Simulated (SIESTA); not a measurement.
Crystal: Pd.

```
Pd
1.0
     2.78367    0.00000    0.00000
    -1.39183    2.41072    0.00000
     0.00000    0.00000    4.62889
Pd
2
Direct
  0.32850 0.69168 0.24099
  0.66929 0.34399 0.75873
```

This isn't the form of Pd at room conditions, which is fcc.

The cell isn't the ideal one: atoms moved at random, drawn with an rms of 0.05 Å.

Base run:

```yaml
Program: SIESTA 5.4.2
Functional: PBE
Potentials_or_basis: PseudoDojo 0.4 standard (PBE files)
Basis: DZP (energy shift 0.003 Ry; two zetas on semicore shells)
Grid_cutoff: 800 Ry
Energy_shift: 0.003 Ry
k_mesh: 11 × 11 × 6
Occupations: fermi-dirac, width 0.05 eV
Spin: no spin polarisation
```

Its results: band gap on the k mesh none (metal or under the smearing width); pressure 0.5 GPa; largest force 0.736 eV/Å.

**Question.** The run is repeated on the same cell with these changes: functional from PBE to PBEsol; potentials or basis from PseudoDojo 0.4 standard (PBE files) to PseudoDojo 0.4 standard (PBEsol files). What comes out?

**Answer.** Band gap on the k mesh none (metal or under the smearing width); pressure -8.5 GPa; largest force 0.667 eV/Å.

Caveats: the basis of atomic orbitals isn't converged, which shifts pressures, moduli and gaps.
